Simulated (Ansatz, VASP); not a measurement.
## One calculation of KBr, two programs

Contents of INCAR:

```
SYSTEM = KBr
PREC = Accurate
ENCUT = 520
EDIFF = 1E-6
ISMEAR = 0
SIGMA = 0.05
LREAL = .FALSE.
LASPH = .TRUE.
NELM = 80
ALGO = Fast
ISIF = 2
LWAVE = .FALSE.
LCHARG = .FALSE.
GGA = PE
NBANDS = 15
```

KPOINTS

```
regular mesh
0
G
  6 6 6
  0 0 0
```

Contents of POSCAR:

```
KBr
1.0
    4.0434990000      0.0000000000      0.0000000000
    0.0000000000      4.0434990000      0.0000000000
    0.0000000000      0.0000000000      4.2254564550
K Br
1 1
Direct
    0.0000000000      0.0000000000      0.0000000000
    0.5000000000      0.5000000000      0.5000000000
```

Input for Ansatz:

```yaml
crystal:
  lattice:
    - [4.043499, 0.0, 0.0]
    - [0.0, 4.043499, 0.0]
    - [0.0, 0.0, 4.225456455]
  atoms:
    - { symbol: K, position: [0.0, 0.0, 0.0] }
    - { symbol: Br, position: [0.5, 0.5, 0.5] }
basis:
  ecutwfc: 420
kpoints:
  mp_grid: { grid: [6, 6, 6] }
hamiltonian:
  xc: pbe
scf:
  occupations: { method: gaussian, width: 0.05 }
output:
  forces: true
  stress: true
  eigenvalues: true
```

Change from the starting cell: strain +0.0450 x Voigt [0, 0, 1, 0, 0, 0], atoms carried along.

Alike in both runs: task single point; functional PBE; k mesh 6 × 6 × 6; occupations gaussian, width 0.05 eV; no spin polarisation.

|  | VASP | Ansatz |
| --- | --- | --- |
| version | VASP 6.6.1 | Ansatz 0.2.0 |
| potentials or method | VASP PAW PBE potentials, release 64 (K_sv, Br) | scalar-relativistic, plane waves, PAW |
| plane-wave cutoff (eV) | 520 | 420 |
| valence electrons in the cell | 16 | 16 |

|  | VASP | Ansatz | Ansatz less VASP |
| --- | --- | --- | --- |
| gap on the k mesh at the Fermi level (eV) | 3.65 | 3.65 | +0.001 |
| least direct gap on the mesh (eV) | 3.88 | 3.88 | +0.001 |
| pressure (GPa) | -0.6 | -0.7 | -0.02 |
| largest component of the traceless stress (GPa) | 0.98 | 0.98 | 0.000 |

The functional is the same, so the differences come from potentials, cutoffs and numerics.

A k mesh can miss the band edges.
